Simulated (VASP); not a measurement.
Set up this calculation in VASP 6.6.1, as the native input.

| Item | Value |
| --- | --- |
| Task | single point |
| Functional | r2SCAN |
| Dispersion | D3(BJ) |
| Potentials or basis | VASP PAW PBE potentials, release 64 (Hf_pv, H) |
| Cutoff | 520 eV |
| k mesh | 6 × 6 × 6 |
| Occupations | methfessel-paxton, width 0.01 eV |
| Spin | no spin polarisation |
| Dipole correction | no |
| Further INCAR settings | ALGO = Normal; EDIFF = 1e-07; NBANDS = 14 |

HfH3:

```
CELL_PARAMETERS angstrom
3.08460 0.00000 0.00000
0.00000 3.08460 0.00000
0.00000 0.00000 3.08460
ATOMIC_POSITIONS crystal
Hf 0.00000 0.00000 0.00000
H 0.00000 0.50000 0.50000
H 0.50000 0.00000 0.50000
H 0.50000 0.50000 0.00000
```

The cell comes from a database or a generator and needn't be the stable form of this composition.

One way to write it, as run:

POSCAR

```
HfH3
1.0
    3.0846000000      0.0000000000      0.0000000000
    0.0000000000      3.0846000000      0.0000000000
    0.0000000000      0.0000000000      3.0846000000
Hf H
1 3
Direct
    0.0000000000      0.0000000000      0.0000000000
    0.0000000000      0.5000000000      0.5000000000
    0.5000000000      0.0000000000      0.5000000000
    0.5000000000      0.5000000000      0.0000000000
```

INCAR.step1

```
SYSTEM = HfH3
PREC = Accurate
ENCUT = 520
ISMEAR = 1
SIGMA = 0.01
LREAL = .FALSE.
LASPH = .TRUE.
NELM = 60
NBANDS = 14
GGA = PE
ALGO = Normal
EDIFF = 1E-4
LWAVE = .TRUE.
LCHARG = .FALSE.
```

INCAR.step2

```
SYSTEM = HfH3
PREC = Accurate
ENCUT = 520
EDIFF = 1E-7
ISMEAR = 1
SIGMA = 0.01
LREAL = .FALSE.
LASPH = .TRUE.
NELM = 60
ALGO = Normal
ISIF = 2
LWAVE = .FALSE.
LCHARG = .TRUE.
METAGGA = R2SCAN
LMIXTAU = .TRUE.
IVDW = 12
VDW_S6 = 1.0
VDW_S8 = 0.78981345
VDW_A1 = 0.49484001
VDW_A2 = 5.73083694
LELF = .TRUE.
LVHAR = .TRUE.
NBANDS = 14
ISTART = 1
```

KPOINTS

```
Automatic mesh
0
G
  6 6 6
  0 0 0
```

Potentials or basis: VASP PAW PBE potentials, release 64 (Hf_pv, H).

Launch:

```bash
$ cat potpaw_PBE.64/Hf_pv/POTCAR potpaw_PBE.64/H/POTCAR > POTCAR
$ cp INCAR.step1 INCAR
$ mpirun -np 1 vasp_std > vasp.out
$ cp INCAR.step2 INCAR
$ mpirun -np 1 vasp_std > vasp.out
```

It gave:

```yaml
Pressure: -3.6 GPa
Band_gap_on_the_k_mesh: none (metal or under the smearing width)
Dispersion_energy_per_atom: -0.090 eV
```

Caveat: the PAW data sets were made with another functional, which shifts forces and pressure a little; pairwise dispersion overbinds metals, which lowers pressure and volume.

It took 22 s on 1 thread of Intel(R) Xeon(R) 6975P-C (Granite Rapids), on a shared host, peak memory 0.14 GiB.
